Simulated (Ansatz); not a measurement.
# Zn: equation of state with PBE0

The system is Zn.

```
Zn
1.0
     2.67000    0.00000    0.00000
    -1.33500    2.31229    0.00000
     0.00000    0.00000    4.96600
Zn
2
Cartesian
  1.3350 0.7708 3.7245
  0.0000 1.5415 1.2415
```

```yaml
Program: Ansatz 0.2.0
Task: equation of state
Functional: PBE0
Potentials_or_basis: Ansatz PAW
Cutoff: 420 eV
Density_cutoff: 1680 eV
k_mesh: 8 × 8 × 4
Occupations: fermi-dirac, width 0.05 eV
Spin: no spin polarisation
```

- Equilibrium volume: 15.18 Å³/atom
- Bulk modulus at fixed shape and positions: 78 GPa
- Pressure derivative of the bulk modulus: 5.1

Energy against volume, from the lowest point:
| volume (Å³/atom) | energy (meV/atom) |
| --- | --- |
| 14.410 | 10.20 |
| 14.716 | 3.32 |
| 15.023 | 0.05 |
| 15.330 | 0.00 |
| 15.636 | 2.81 |
| 15.943 | 8.08 |
| 16.249 | 15.60 |

All runs of the series together: 4.1 min on 2 threads of AMD EPYC 7R13 Processor (Zen 3) (shared host).

Caveat: the cell was scaled at fixed shape and fractional positions, which overstates the stiffness of a crystal with free parameters, most of all of layers and chains; the PAW data sets were made with another functional, which shifts forces and pressure a little.
